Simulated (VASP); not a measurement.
Wanted: the native input for a VASP 6.6.1 run.

* Task: relaxation of cell and atoms
* Functional: PBE
* Dispersion: D3(BJ)
* Potentials or basis: VASP PAW PBE potentials, release 64 (Zr_sv, Se)
* Cutoff: 600 eV
* k mesh: 9 × 9 × 5
* Occupations: gaussian, width 0.03 eV
* Spin: no spin polarisation
* Further INCAR settings: ALGO = Normal; EDIFF = 1e-07; IBRION = 2; EDIFFG = -0.005; NSW = 90; ISIF = 3

The structure of ZrSe2 lies in POSCAR:

```
ZrSe2                                   
1.0
    3.7403502371     -0.0000000000      0.0000000000
   -1.8701751186      3.2392383244      0.0000000000
   -0.0000000000      0.0000000000      6.0280665135
  Zr              Se            
     1     2
Direct
     0.0000000000000000    0.0000000000000000    0.0000000000000000
     0.3333333332999970    0.6666666667000030    0.2649979778630382
     0.6666666667000030    0.3333333332999970    0.7350020221369620
```

The input as run:

INCAR

```
  PREC = Accurate
  ENCUT = 600
  EDIFF = 1E-7
  ISMEAR = 0
  SIGMA = 0.03
  LREAL = F
  LASPH = T
  NELM = 80
  ALGO = Normal
  ISIF = 3
  LWAVE = F
  LCHARG = F
  GGA = PE
  IVDW = 12
  IBRION = 2
  NSW = 90
  EDIFFG = -0.005
  KPAR = 4
```

KPOINTS

```
Automatic mesh
0
Gamma
  9 9 5
```

Potentials or basis: VASP PAW PBE potentials, release 64 (Zr_sv, Se).

Run with:

```console
$ cat potpaw_PBE.64/Zr_sv/POTCAR potpaw_PBE.64/Se/POTCAR > POTCAR
$ mpirun -np 4 vasp_std > vasp.out
```

Results of the run:

```json
{
  "Relaxed volume": "24.34 Å³/atom",
  "Relaxed cell": "a = 3.739 Å, b = 3.739 Å, c = 6.032 Å, α = 90.00°, β = 90.00°, γ = 120.00°",
  "Space group after relaxing (to 0.05 Å)": "P-3m1 (No. 164)",
  "Energy gained by relaxing": "0.0 meV/atom",
  "Ionic steps": "5",
  "Pressure after relaxing": "0.0 GPa",
  "Band gap on the k mesh": "0.05 eV, indirect (least direct gap 0.94 eV)",
  "Dispersion energy per atom": "-0.405 eV"
}
```

Caveat: an odd mesh through Γ misses points on the zone boundary, where band edges often lie.

Run time: 30 s on 4 MPI ranks on Intel(R) Xeon(R) 6975P-C (Granite Rapids), on a shared host, peak memory 0.26 GiB a rank.
